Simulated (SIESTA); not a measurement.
Crystal: Te2Pt (Moncheite).

```
Pt Te
1.0
     4.01000    0.00000    0.00000
    -2.00500    3.47276    0.00000
     0.00000    0.00000    5.20100
Pt Te
1 2
Direct
  0.00000 0.00000 0.00000
  0.66667 0.33333 0.75000
  0.33333 0.66667 0.25000
```

```yaml
Program: SIESTA 5.4.2
Task: relaxation of cell and atoms
Functional: PBE
Potentials_or_basis: PseudoDojo 0.4 standard (PBE files)
Basis: DZ (energy shift 0.002 Ry)
Grid_cutoff: 800 Ry
Energy_shift: 0.002 Ry
k_mesh: 8 × 8 × 5
Occupations: fermi-dirac, width 0.05 eV
Spin: no spin polarisation
```

At the start: pressure 12.8 GPa; volume 24.14 Å³/atom.

Where does the relaxation end?

Over 7 steps the energy falls by 153.9 meV/atom and the volume is 25.75 Å³/atom (+6.7 %); space group P-3m1 (No. 164, to 0.05 Å).

The path:
```
step  energy change (eV)  largest force (eV/Å)  pressure (GPa)  volume (Å³)
   1              0.0000                2.6050           12.75        72.43
   2             -0.2759                1.5566            6.96        74.44
   3             -0.4476                0.4183            0.69        77.25
   4             -0.4579                0.1693           -0.23        77.84
   5             -0.4594                0.0493           -0.55        77.97
   6             -0.4599                0.0281           -0.51        77.87
   7             -0.4616                0.0037           -0.15        77.26
```

Final structure:
```
Pt Te
1.0
     4.09976   -0.00012   -0.00002
    -2.04998    3.55044    0.00002
    -0.00003    0.00002    5.30765
Pt Te
1 2
Direct
  0.00000 0.00000 0.00000
  0.66667 0.33333 0.72624
  0.33333 0.66667 0.27376
```

Caveat: the basis has no polarisation orbitals; semicore shells carry a single zeta, which can move pressures by several GPa and volumes by a few percent; the basis of atomic orbitals isn't converged, which shifts pressures, moduli and gaps.
